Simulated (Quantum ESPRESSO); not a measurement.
Something may be wrong with this Quantum ESPRESSO 7.5 calculation of W.

The input pw.in:

```
&CONTROL
  calculation = 'scf'
  prefix = 'pwscf'
  outdir = './tmp'
  pseudo_dir = './pseudo'
  tprnfor = .true.
  tstress = .true.
  disk_io = 'nowf'
/
&SYSTEM
  ibrav = 0
  nat = 1
  ntyp = 1
  ecutwfc = 55
  ecutrho = 440
  nbnd = 13
  occupations = 'smearing'
  smearing = 'fd'
  degauss = 0.00367493
  nspin = 2
  noncolin = .true.
/
&ELECTRONS
  conv_thr = 2d-10
  electron_maxstep = 60
  mixing_beta = 0.5
/
ATOMIC_SPECIES
W    183.8400 W_pbe_v1.2.uspp.F.UPF
CELL_PARAMETERS angstrom
  -1.6139919000    1.6139919000    1.5823450000
   1.6139919000   -1.6139919000    1.5823450000
   1.5506981000    1.5506981000   -1.5823450000
ATOMIC_POSITIONS crystal
W      0.0000000000    0.0000000000    0.0000000000
K_POINTS automatic
12 12 12 0 0 0
```

Potentials or basis: SSSP 1.3 efficiency PBE.

Run with:

```sh
$ OMP_NUM_THREADS=1 pw.x -in pw.in > pw.out
```

pw.out:

```text
This program is part of the open-source Quantum ESPRESSO suite
     for quantum simulation of materials; please cite
         "P. Giannozzi et al., J. Phys.:Condens. Matter 21 395502 (2009);
         "P. Giannozzi et al., J. Phys.:Condens. Matter 29 465901 (2017);
         "P. Giannozzi et al., J. Chem. Phys. 152 154105 (2020);
     in publications or presentations arising from this work. More details at

 %%%%%%%%%%%%%%%%%%%%%%%%%%%%%%%%%%%%%%%%%%%%%%%%%%%%%%%%%%%%%%%%%%%%%%%%%%%%%%
     Error in routine iosys (1):
     noncolin .and. nspin==2 are conflicting flags
 %%%%%%%%%%%%%%%%%%%%%%%%%%%%%%%%%%%%%%%%%%%%%%%%%%%%%%%%%%%%%%%%%%%%%%%%%%%%%%

     stopping ...
```

What happened, and what is wrong with the input?

The program refused the input. The input holds a flaw that was put in on purpose: collinear and non-collinear spin both asked (nspin = 2; noncolin = yes).
